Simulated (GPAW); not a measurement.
Runs of GPAW 26.7.0 on Ti. It takes space group Im-3m (No. 229, cubic). The conventional cell has a = 3.282 Å, b = 3.282 Å, c = 3.282 Å, α = 90.00°, β = 90.00°, γ = 90.00°. Ti (site symmetry m-3m) is surrounded by 8 Ti at 2.84 Å. This isn't the form of Ti at room conditions, which is hcp.

```tsv
level	potentials or basis	k mesh	cutoff (eV)	maxiter	older calculator (legacy_gpaw)	convergence	gap on the mesh (eV)	pressure (GPa)
LDA	the program's PAW data sets (release 1.2.1) made for this functional, pw	11 × 11 × 11	600	150	-	-	none	(b)
optB88-vdW	GPAW PAW data sets (gpaw-data 1.2.1), pw	11 × 11 × 11	600	150	yes	-	none	-
r2SCAN	GPAW PAW data sets (gpaw-data 1.2.1), pw	9 × 9 × 9	500	120	-	default	none	-2.6
AM05	PAW data sets generated in the run's folder for this functional, pw	11 × 11 × 11	600	150	-	-	none	-6.9
vdW-DF2	GPAW PAW data sets (gpaw-data 1.2.1), pw	11 × 11 × 11	600	150	-	-	none	-
PBEsol	PAW data sets generated in the run's folder for this functional, pw	11 × 11 × 11	600	150	-	-	none	-7.2
vdW-DF-cx	GPAW PAW data sets (gpaw-data 1.2.1), pw	11 × 11 × 11	600	150	-	-	none	-
SCAN	GPAW PAW data sets (gpaw-data 1.2.1), pw	11 × 11 × 11	600	150	-	-	none	-3.9
revPBE	the program's PAW data sets (release 1.2.1) made for this functional, pw	11 × 11 × 11	600	150	-	-	none	(a)
```

Alike in all rows: task single point; no spin polarisation; cell as given; smearing fermi-dirac 0.05 eV.

Problem. Estimate the missing entries.

Solution. (a) -0.7; (b) -11.4.

Caveats: the PAW data sets were made with another functional, which shifts forces and pressure a little (some runs); the cutoff is short for stress and forces, so pressures can be off by a GPa or more (some runs).

A gap of «none» marks a metal or a gap under the smearing width.

Runs at the PBE level aren't shown here.
